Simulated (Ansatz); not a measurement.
A run of Ansatz 0.2.0 is set up as follows.

input.yaml

```yaml
crystal:
  lattice:
    - [2.8862, 0.0, 0.0]
    - [-1.4431, 2.4995225204, 0.0]
    - [0.0, 0.0, 10.0]
  atoms:
    - { symbol: Ag, position: [0.0, 0.0, 0.5] }
    - { symbol: Ag, position: [0.0, 0.0, 0.0] }
    - { symbol: Ag, position: [0.6666666667, 0.3333333333, 0.75] }
    - { symbol: Ag, position: [0.3333333333, 0.6666666667, 0.25] }
hamiltonian:
  xc: pbesol
  pseudopotentials: { kind: paw }
  dispersion: d4
kpoints:
  mp_grid: { grid: [11, 11, 3] }
scf:
  occupations: { method: fermi_dirac, width: 0.05 }
output:
  forces: true
  stress: true
  eigenvalues: true
  write_density: true
  write_potential: true
  elf: true
  volumetric_format: npy
relax:
  f_tol: 0.01
  max_steps: 40
  cell: { stress_tol: 0.05 }
```

Potentials or basis: Ansatz PAW.

Run with:

```console
$ ansatz run input.yaml --threads 2 --pin off --max-ram 5632MiB --backend cpu --events-out ev --progress --plain --runs-dir out
```

Problem. Estimate the relaxed volume.

Solution. 16.25 Å³/atom.

Problem. What does it give for the relaxed cell?

Solution. a = 2.830 Å, b = 2.830 Å, c = 9.367 Å, α = 90.00°, β = 90.00°, γ = 120.00°.

Problem. What does it give for the space group after relaxing (to 0.05 Å)?

Solution. P6_3/mmc (No. 194).

Problem. Estimate the band gap on the k mesh.

Solution. None (metal or under the smearing width).

Final structure:
```cif
data_structure
_symmetry_space_group_name_H-M 'P 1'
_symmetry_Int_Tables_number 1
_cell_length_a 2.8304
_cell_length_b 2.8304
_cell_length_c 9.3670
_cell_angle_alpha 90.000
_cell_angle_beta 90.000
_cell_angle_gamma 120.000
_cell_volume 64.99
loop_
_atom_site_label
_atom_site_type_symbol
_atom_site_fract_x
_atom_site_fract_y
_atom_site_fract_z
_atom_site_occupancy
Ag1 Ag 0.00000 0.00000 0.50000 1
Ag2 Ag 0.00000 0.00000 0.00000 1
Ag3 Ag 0.66667 0.33333 0.75000 1
Ag4 Ag 0.33333 0.66667 0.25000 1
```

Caveat: pairwise dispersion overbinds metals, which lowers pressure and volume; the PAW data sets come from PBE, with cores solved anew for the run's functional, which leaves a small shift of forces and pressure.
